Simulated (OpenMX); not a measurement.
KBr under changes of volume

One of the cells (35.937 Å³/atom); the others are scaled copies at fixed shape and fractional positions:

```
Br K
1.0
     0.00000    3.30000    3.30000
     3.30000    0.00000    3.30000
     3.30000    3.30000    0.00000
Br K
1 1
Direct
  0.50000 0.50000 0.50000
  0.00000 0.00000 0.00000
```

| Item | Value |
| --- | --- |
| Program | OpenMX 3.8.5 |
| Functional | PBE |
| Potentials or basis | OpenMX 2013 PBE set, Br7.0-s3p2d1, K10.0-s3p2, fixed grid of 40 × 40 × 40 points |
| k mesh | 7 × 7 × 7 |
| Occupations | fermi-dirac, width 0.05 eV |
| Spin | no spin polarisation |

```tsv
volume (Å³/atom)	energy over the lowest point (meV/atom)	gap on the mesh (eV)
33.781	?	?
34.500	38.23	4.33
35.218	26.74	4.27
35.937	17.46	4.21
36.656	9.98	4.16
37.374	4.23	4.11
38.093	0.00	4.06
```

Task: What does the run at 33.781 Å³/atom give?

Result: Energy over the lowest point 51.94 meV/atom; gap on the mesh 4.39 eV.

Worked out: A Birch-Murnaghan fit of order 3 (a polynomial in V^(-2/3)) to the other rows has no minimum within the range. It gives 52.09 meV/atom at 33.781 Å³/atom, against the run's 51.94. A straight line through the other rows of the gap, of slope -2.71 eV per unit of ln V (its deformation potential), extrapolates to 4.38 eV, against the run's 4.39.

Energies are extrapolated to zero smearing.

Caveats: the basis of atomic orbitals isn't converged, which shifts pressures, moduli and gaps; an odd mesh through Γ misses points on the zone boundary, where band edges often lie (some runs).

Spin-orbit coupling on Br is left out.
